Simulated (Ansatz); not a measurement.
**Reading a calculation: zincblende-structured CaO**

Method: r²SCAN, scalar-relativistic; no spin polarisation; PAW, 500 eV, Γ-centred 8×8×8 mesh, 0.05 eV Gaussian smearing; code Ansatz. The datasets are Ansatz's generated set soft_2.

This is a trial structure: the heavier alkaline earths' oxides and chalcogenides take the rock-salt structure.

The relaxed structure (symmetry read at 0.01 Å). Symmetry: F-43m, No. 216, cubic system. Conventional cell: a = 5.213 Å, b = 5.213 Å, c = 5.213 Å, α = 90.00°, β = 90.00°, γ = 90.00°. Around Ca (site symmetry -43m) lie 4 O at 2.26 Å. O (site symmetry -43m) is surrounded by 4 Ca at 2.26 Å. (Shells end 15 % past the nearest neighbour.)

Task: Should it be a metal or an insulator?

Result: Formal charges Ca²⁺, O²⁻ balance and leave closed shells on every ion, so a band insulator is expected, and the gap is 3.76 eV.

Task: What kind of gap is it?

Result: It is indirect: 3.76 eV, against 4.38 eV for the smallest direct gap. Within 0.6 eV of the edges the projected states are 98 % O 2p at the top of the valence band and 77 % Ca 4s at the bottom of the conduction band. Crossing the gap moves an electron from the anion's filled p shell to the metal's empty orbitals, as in ionic insulators.

Task: How ionic is it?

Result: Bader charges against formal ones: Ca +1.52 (+2), O −1.52 (−2). The cations give up 76 % of the formal charge; Bader charges stay under formal ones because the anions' density reaches into the cations' basins.

Task: How stiff is it, in energy terms?

Result: B0·V0 = 82.5 GPa × 17.71 Å³ = 9.12 eV/atom sets the scale: near the minimum ΔE ≈ ½ B0 V0 x², with x = V/V0 − 1, and a pressure of 0.8 GPa squeezes the volume by about 1 %. At the ends of the curve: x = −4.0 % predicts 7.3 meV/atom and the run gives 7.8; x = +7.0 % predicts 22.4 meV/atom and the run gives 19.9. Compression costs more and expansion less than the parabola says, since the crystal stiffens as it shrinks; B0′ measures that.

Task: Which Debye temperature follows from the elastic moduli?

Result: K = 83 GPa and G = 20 GPa (Hill). With a density of 2.629 g/cm³ (mean mass 28.0 u, 17.71 Å³/atom), K = 82.5 and G = 20.21 GPa from the unrounded constants, v_l = √((K + 4G/3)/ρ) = 6450 m/s and v_t = √(G/ρ) = 2770 m/s. The mean [(1/v_l³ + 2/v_t³)/3]^(−1/3) is 3130 m/s, and θ_D = (ħ/k_B)(6π²/V)^(1/3) v_m ≈ 360 K, with V the volume an atom.

All results together:

| Property | Result |
| --- | --- |
| Volume | 17.71 Å³/atom |
| Band gap | 3.76 eV |
| Smallest direct gap | 4.38 eV |
| Bader charges | Ca 1.52; O -1.52 e |
| Formation energy from the elements (0 K, uncorrected) | -2.97 eV/atom |
| Bulk modulus (Birch–Murnaghan) | 83 GPa |
| Pressure derivative B0′ | 4.1 |
| Shear modulus (Hill) | 20 GPa |
| Young's modulus | 56 GPa |
| Poisson's ratio | 0.39 |
| Elastically stable | yes |

Semilocal functionals underestimate band gaps, commonly by a third or more.
